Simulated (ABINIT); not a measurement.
# MnO (P6_3mc) in ABINIT: equation of state

How stiff is MnO in PBEsol, and what volume does it want? The cell is scaled to several volumes.

Program: ABINIT 10.8.3 (patched build). These are calculated values, not measurements. Logs are shortened: lines on timing, memory, paths and dates and some standing lists are left out, and cuts for length are marked. The log counts tension as positive stress, the text compression.

## (1) The crystal as given

It takes space group P6_3mc (No. 186, hexagonal). The conventional cell has a = 3.372 Å, b = 3.372 Å, c = 5.386 Å, α = 90.00°, β = 90.00°, γ = 120.00°. Around Mn (site symmetry 3m) lie 4 O at 1.96 to 2.08 Å. O (site symmetry 3m) is surrounded by 4 Mn at 1.96 to 2.08 Å.

Measurements of this composition are mostly on another form, of space group No. 225.

## (2) Equation of state, PBEsol, collinear spin, ferromagnetic start

The input, run.abi:

```
ndtset 7
scalecart1 3*0.9795861087
scalecart2 3*0.9864848297
scalecart3 3*0.9932883884
scalecart4 3*1.0000000000
scalecart5 3*1.0066227096
scalecart6 3*1.0131594038
scalecart7 3*1.0196128224

pp_dirpath "./"
pseudos "Mn.GGA_PBE-JTH.xml, O.GGA_PBE-JTH.xml"

acell 3*1.0 Angstrom
rprim
     3.3717000000     0.0000000000     0.0000000000
    -1.6858500000     2.9199778539     0.0000000000
     0.0000000000     0.0000000000     5.3855000000
ntypat 2
znucl 25 8
natom 4
typat 1 1 2 2
xred
     0.6666666667     0.3333333333     0.5109600000
     0.3333333333     0.6666666667     0.0109600000
     0.6666666667     0.3333333333     0.8754700000
     0.3333333333     0.6666666667     0.3754700000

ecut 26.0
pawecutdg 48.0
pawxcdev 0

kptopt 1
ngkpt 9 9 5
nshiftk 1
shiftk 0.0 0.0 0.0

ixc -116133

nband 28
occopt 3
tsmear 0.00183747

nsppol 2
spinat
     0.0000000000     0.0000000000     4.0000000000
     0.0000000000     0.0000000000     4.0000000000
     0.0000000000     0.0000000000     0.0000000000
     0.0000000000     0.0000000000     0.0000000000

nstep 100
tolvrs 1.0e-9

iomode 3
prtwf 0
prtden 0
prteig 0
prtebands 0
enunit 2
```

Potentials or basis: JTH PAW PBE v2.0.

Command:

```console
> mpirun --bind-to none -np 4 abinit run.abi > log 2>&1
```

run.abo:

```text
.Version 10.8.3 of ABINIT
 DATASET    1 : space group P6_3 m c (#186); Bravais hP (primitive hexag.)
================================================================================
 Values of the parameters that define the memory need for DATASET  1.
     intxc =       0    ionmov =       0      iscf =      17    lmnmax =      18
     lnmax =       6     mgfft =      48  mpssoang =       3    mqgrid =    3110
     natom =       4  nloc_mem =       2    nspden =       2   nspinor =       1
    nsppol =       2      nsym =      12    n1xccc =       1    ntypat =       2
    occopt =       3   xclevel =       2
       mpw =        2160          nfft =       43200          nkpt =          36
Pmy_natom=         1
 PAW method is used; the additional fine FFT grid is defined by:
   mgfftf=        64    nfftf =    102400
================================================================================
================================================================================
[... 77 lines left out ...]
================================================================================
 Values of the parameters that define the memory need for DATASET  7.
     intxc =       0    ionmov =       0      iscf =      17    lmnmax =      18
     lnmax =       6     mgfft =      48  mpssoang =       3    mqgrid =    3237
     natom =       4  nloc_mem =       2    nspden =       2   nspinor =       1
    nsppol =       2      nsym =      12    n1xccc =       1    ntypat =       2
    occopt =       3   xclevel =       2
       mpw =        2422          nfft =       43200          nkpt =          36
Pmy_natom=         1
 PAW method is used; the additional fine FFT grid is defined by:
   mgfftf=        72    nfftf =    145800
================================================================================
================================================================================

--------------------------------------------------------------------------------
------------- Echo of variables that govern the present computation ------------
--------------------------------------------------------------------------------
 -outvars: echo values of preprocessed input variables --------
            acell      1.8897261259E+00  1.8897261259E+00  1.8897261259E+00 Bohr
              amu      5.49380500E+01  1.59994000E+01
             ecut      2.60000000E+01 Hartree
           enunit           2
              ixc     -116133
           jdtset        1    2    3    4    5    6    7
         kptrlatt        9    0    0      0    9    0      0    0    5
          kptrlen1     4.98468271E+01
          kptrlen2     5.01978727E+01
          kptrlen3     5.05440759E+01
          kptrlen4     5.08856003E+01
          kptrlen5     5.12226008E+01
          kptrlen6     5.15552244E+01
          kptrlen7     5.18836105E+01
            natom           4
            nband          28
           ndtset           7
            ngfft          30      30      48
          ngfftdg1         40      40      64
          ngfftdg2         40      40      64
          ngfftdg3         40      40      64
          ngfftdg4         40      40      64
          ngfftdg5         45      45      64
          ngfftdg6         45      45      72
          ngfftdg7         45      45      72
             nkpt          36
           nspden           2
           nsppol           2
            nstep         100
             nsym          12
           ntypat           2
           occopt           3
        pawecutdg      4.80000000E+01 Hartree
         pawxcdev           0
           prtden           0
        prtebands           0
           prteig           0
            prtwf           0
            rprim1     3.3028704827E+00  0.0000000000E+00  0.0000000000E+00
                      -1.6514352414E+00  2.8603697434E+00  0.0000000000E+00
                       0.0000000000E+00  0.0000000000E+00  5.2755609884E+00
            rprim2     3.3261309003E+00  0.0000000000E+00  0.0000000000E+00
                      -1.6630654501E+00  2.8805138559E+00  0.0000000000E+00
                       0.0000000000E+00  0.0000000000E+00  5.3127140503E+00
            rprim3     3.3490704592E+00  0.0000000000E+00  0.0000000000E+00
                      -1.6745352296E+00  2.9003800967E+00  0.0000000000E+00
                       0.0000000000E+00  0.0000000000E+00  5.3493546157E+00
            rprim4     3.3717000000E+00  0.0000000000E+00  0.0000000000E+00
                      -1.6858500000E+00  2.9199778539E+00  0.0000000000E+00
                       0.0000000000E+00  0.0000000000E+00  5.3855000000E+00
            rprim5     3.3940297900E+00  0.0000000000E+00  0.0000000000E+00
                      -1.6970148950E+00  2.9393160193E+00  0.0000000000E+00
                       0.0000000000E+00  0.0000000000E+00  5.4211666026E+00
            rprim6     3.4160695618E+00  0.0000000000E+00  0.0000000000E+00
                      -1.7080347809E+00  2.9584030216E+00  0.0000000000E+00
                       0.0000000000E+00  0.0000000000E+00  5.4563699692E+00
            rprim7     3.4378285533E+00  0.0000000000E+00  0.0000000000E+00
                      -1.7189142766E+00  2.9772468610E+00  0.0000000000E+00
                       0.0000000000E+00  0.0000000000E+00  5.4911248550E+00
          spgroup         186
           spinat      0.0000000000E+00  0.0000000000E+00  4.0000000000E+00
                       0.0000000000E+00  0.0000000000E+00  4.0000000000E+00
                       0.0000000000E+00  0.0000000000E+00  0.0000000000E+00
                       0.0000000000E+00  0.0000000000E+00  0.0000000000E+00
           tolvrs      1.00000000E-09
           tsmear      1.83747000E-03 Hartree
            typat      1  1  2  2
           useylm           1
           xangst1     1.6514352414E+00  9.5345658113E-01  2.6956006426E+00
                      -7.7589476305E-18  1.9069131623E+00  5.7820148433E-02
                       1.6514352414E+00  9.5345658113E-01  4.6185953785E+00
                      -7.7589476305E-18  1.9069131623E+00  1.9808148843E+00
           xangst2     1.6630654501E+00  9.6017128531E-01  2.7145843712E+00
                      -5.6069266991E-18  1.9203425706E+00  5.8227345992E-02
                       1.6630654501E+00  9.6017128531E-01  4.6511217697E+00
                      -5.6069266991E-18  1.9203425706E+00  1.9947647445E+00
           xangst3     1.6745352296E+00  9.6679336555E-01  2.7333062345E+00
                      -8.1818554264E-17  1.9335867311E+00  5.8628926588E-02
                       1.6745352296E+00  9.6679336555E-01  4.6831994854E+00
                      -8.1818554264E-17  1.9335867311E+00  2.0085221776E+00
           xangst4     1.6858500000E+00  9.7332595130E-01  2.7517750800E+00
                      -6.2388982869E-17  1.9466519026E+00  5.9025080000E-02
                       1.6858500000E+00  9.7332595130E-01  4.7148436850E+00
                      -6.2388982869E-17  1.9466519026E+00  2.0220936850E+00
           xangst5     1.6970148950E+00  9.7977200642E-01  2.7699992872E+00
[... 24 lines left out ...]
                      -1.1789809090E-16  3.6786389584E+00  1.1154123576E-01
                       3.1857947894E+00  1.8393194792E+00  8.9097632911E+00
                      -1.1789809090E-16  3.6786389584E+00  3.8212032656E+00
            xcart5     3.2068933831E+00  1.8515007580E+00  5.2345400218E+00
                      -1.7865610962E-16  3.7030015159E+00  1.1227994097E-01
                       3.2068933831E+00  1.8515007580E+00  8.9687700660E+00
                      -1.7865610962E-16  3.7030015159E+00  3.8465099851E+00
            xcart6     3.2277179494E+00  1.8635238269E+00  5.2685314936E+00
                       5.1288509400E-18  3.7270476539E+00  1.1300905192E-01
                       3.2277179494E+00  1.8635238269E+00  9.0270104640E+00
                       5.1288509400E-18  3.7270476539E+00  3.8714880224E+00
            xcart7     3.2482772168E+00  1.8753937255E+00  5.3020899238E+00
                      -1.8478214762E-16  3.7507874510E+00  1.1372887421E-01
                       3.2482772168E+00  1.8753937255E+00  9.0845088962E+00
                      -1.8478214762E-16  3.7507874510E+00  3.8961478466E+00
             xred      6.6666666667E-01  3.3333333333E-01  5.1096000000E-01
                       3.3333333333E-01  6.6666666667E-01  1.0960000000E-02
                       6.6666666667E-01  3.3333333333E-01  8.7547000000E-01
                       3.3333333333E-01  6.6666666667E-01  3.7547000000E-01
            znucl       25.00000    8.00000

================================================================================

 chkinp: Checking input parameters for consistency, jdtset=   1.

 chkinp: Checking input parameters for consistency, jdtset=   2.
[... 48 lines left out ...]
- pspini: atom type   2  psp file is ./O.GGA_PBE-JTH.xml
 Pseudopotential format is: paw10
 basis_size (lnmax)=  4 (lmn_size=  8), orbitals=   0   0   1   1
 Spheres core radius: rc_sph= 1.41465230
 Shapefunction is SIN type: shapef(r)=[sin(pi*r/rshp)/(pi*r/rshp)]**2
 Radius for shape functions =  1.20231231
 Compensation charge density is not taken into account in XC energy/potential

   2.89237745E+03                                ecore*ucvol(ha*bohr**3)
--------------------------------------------------------------------------------

================================================================================

--- !BeginCycle
iteration_state: {dtset: 1, }
solver: {iscf: 17, nstep: 100, nline: 4, wfoptalg: 10, }
tolerances: {tolvrs: 1.00E-09, }
...
[... 1779 lines left out ...]
-Cartesian components of stress tensor (GPa)         [Pressure= -5.7617E+00 GPa]
- sigma(1 1)=  7.45640222E+00  sigma(3 2)=  0.00000000E+00
- sigma(2 2)=  7.45640224E+00  sigma(3 1)=  0.00000000E+00
- sigma(3 3)=  2.37235796E+00  sigma(2 1)=  0.00000000E+00

== END DATASET(S) ==============================================================
================================================================================

 -outvars: echo values of variables after computation  --------
            acell      1.8897261259E+00  1.8897261259E+00  1.8897261259E+00 Bohr
           etotal1    -2.4168662767E+02
           etotal2    -2.4168860753E+02
           etotal3    -2.4168992368E+02
           etotal4    -2.4169057616E+02
           etotal5    -2.4169059655E+02
           etotal6    -2.4169004668E+02
           etotal7    -2.4168897090E+02
            fcart1    -3.4512682120E-28 -1.9925906313E-28 -1.5152568434E-02
                       3.4512682120E-28  1.9925906313E-28 -1.5152568434E-02
                      -0.0000000000E+00 -0.0000000000E+00  1.5152568434E-02
                      -0.0000000000E+00 -0.0000000000E+00  1.5152568434E-02
            fcart2    -0.0000000000E+00 -0.0000000000E+00 -1.3989801487E-02
                      -0.0000000000E+00 -0.0000000000E+00 -1.3989801487E-02
                       3.4271326797E-28  1.9786559752E-28  1.3989801487E-02
                      -3.4271326797E-28 -1.9786559752E-28  1.3989801487E-02
            fcart3    -3.4036584313E-28 -1.9651031116E-28 -1.2869474986E-02
                       3.4036584313E-28  1.9651031116E-28 -1.2869474986E-02
[... 66 lines left out ...]
                      -6.2388982869E-17  1.9466519026E+00  5.9025080000E-02
                       1.6858500000E+00  9.7332595130E-01  4.7148436850E+00
                      -6.2388982869E-17  1.9466519026E+00  2.0220936850E+00
           xangst5     1.6970148950E+00  9.7977200642E-01  2.7699992872E+00
                      -9.4540741738E-17  1.9595440128E+00  5.9415985964E-02
                       1.6970148950E+00  9.7977200642E-01  4.7460687255E+00
                      -9.4540741738E-17  1.9595440128E+00  2.0354854243E+00
           xangst6     1.7080347809E+00  9.8613434052E-01  2.7879867994E+00
                       2.7140710337E-18  1.9722686810E+00  5.9801814862E-02
                       1.7080347809E+00  9.8613434052E-01  4.7768882169E+00
                       2.7140710337E-18  1.9722686810E+00  2.0487032323E+00
           xangst7     1.7189142766E+00  9.9241562032E-01  2.8057451559E+00
                      -9.7782501437E-17  1.9848312406E+00  6.0182728411E-02
                       1.7189142766E+00  9.9241562032E-01  4.8073150768E+00
                      -9.7782501437E-17  1.9848312406E+00  2.0617526493E+00
             xred      6.6666666667E-01  3.3333333333E-01  5.1096000000E-01
                       3.3333333333E-01  6.6666666667E-01  1.0960000000E-02
                       6.6666666667E-01  3.3333333333E-01  8.7547000000E-01
                       3.3333333333E-01  6.6666666667E-01  3.7547000000E-01
 Calculation completed.
```

Run time: 9.3 min. Hardware: 4 MPI ranks of Arm Neoverse V2, shared host; peak memory 0.8 GiB.

Results:

```
Equilibrium volume                        : 13.40 Å³/atom (rough: see the caveat)
Bulk modulus at fixed shape and positions : 123 GPa (rough)
```

Energy against volume, from the lowest point:
| volume (Å³/atom) | energy (meV/atom) |
| --- | --- |
| 12.460 | 27.00 |
| 12.725 | 13.53 |
| 12.990 | 4.58 |
| 13.255 | 0.14 |
| 13.521 | 0.00 |
| 13.786 | 3.74 |
| 14.051 | 11.06 |

Caveat: pressures at fixed basis lie under the slope of the energies; the fit is doubtful: noisy points or a state that changes with volume; the cell was scaled at fixed shape and fractional positions, which overstates the stiffness of a crystal with free parameters, most of all of layers and chains; the PAW data sets were made with another functional, which shifts forces and pressure a little.
